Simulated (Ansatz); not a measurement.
All numbers below come from DFT PBE, scalar-relativistic, plane waves, PAW in Ansatz. Settings: cutoff 420 eV, Γ-centred meshes spaced at most about 0.3 Å⁻¹, and about 0.25 Å⁻¹ or finer for metals (2π included), Gaussian smearing. No spin polarisation.

These are static total energies at zero pressure.

Question: Order these relaxed structures of Mg3Sn3N by energy, lowest first, with the energy over the lowest of them.
A.

```
CELL_PARAMETERS angstrom
8.06117 0.00000 0.00000
-4.03059 6.98118 0.00000
0.00000 0.00000 5.78995
ATOMIC_POSITIONS crystal
Mg 0.00000 0.19423 0.25000
Mg 0.80577 0.00000 0.75000
Mg 0.80577 0.80577 0.25000
Mg 0.19423 0.19423 0.75000
Mg 0.19423 0.00000 0.25000
Mg 0.00000 0.80577 0.75000
Sn 0.44100 0.00000 0.75000
Sn 0.44100 0.44100 0.25000
Sn 0.55900 0.55900 0.75000
Sn 0.00000 0.55900 0.25000
Sn 0.55900 0.00000 0.25000
Sn 0.00000 0.44100 0.75000
N 0.00000 0.00000 0.50000
N 0.00000 0.00000 0.00000
```

B.

```
CELL_PARAMETERS angstrom
3.21940 0.00000 0.00000
0.00000 3.21940 0.00000
0.00000 0.00000 14.56961
ATOMIC_POSITIONS crystal
Mg 0.00000 0.00000 0.14242
Mg 0.00000 0.00000 0.85759
Mg 0.50000 0.50000 0.00000
Sn 0.50000 0.50000 0.71535
Sn 0.50000 0.50000 0.28465
Sn 0.50000 0.50000 0.50000
N 0.00000 0.00000 0.00000
```

C.

```
CELL_PARAMETERS angstrom
2.82740 -1.63310 0.00000
2.82740 1.63310 0.00000
-1.96251 0.00000 16.21441
ATOMIC_POSITIONS crystal
Mg 0.59471 0.59471 0.93893
Mg 0.30542 0.30542 0.06618
Mg 0.69362 0.69362 0.23724
Sn 0.14331 0.14331 0.58617
Sn 0.07966 0.07966 0.39651
Sn 0.20666 0.20666 0.77244
N 0.95016 0.95016 0.00253
```

D.

```
CELL_PARAMETERS angstrom
3.20634 0.00000 0.00000
0.00000 3.20634 0.00000
0.00000 0.00000 14.41204
ATOMIC_POSITIONS crystal
Mg 0.50000 0.50000 0.14475
Mg 0.50000 0.50000 0.85525
Mg 0.00000 0.00000 0.00000
Sn 0.00000 0.00000 0.70189
Sn 0.00000 0.00000 0.29811
Sn 0.50000 0.50000 0.50000
N 0.50000 0.50000 0.00000
```

Answer: C (0 meV/atom), B (52 meV/atom), D (79 meV/atom), A (107 meV/atom). Forms: C Cm; B P4/mmm; D P4/mmm; A P6_3/mcm. Counting Mg or Sn atoms around N (for each partner element, those within 1.25 times its shortest distance or 1.15 times the sum of covalent radii, where it is the nearest in units of that sum or under 1.3): C has N 6; B has N 6; D has N 6; A has N 6. Origin: A and D, invented; B and C, each invented, then shaken at random and relaxed again. The lowest form computed isn't among them: it has space group P3m1 (No. 156), 20.9 Å³/atom and lies 11 meV/atom below the best shown.

The k mesh leaves some 4 meV/atom of noise in the energy of each metallic cell. Cells relaxed within their symmetry can be saddle points. Some candidate types were left out of the draw beforehand, so a known form may be missing.
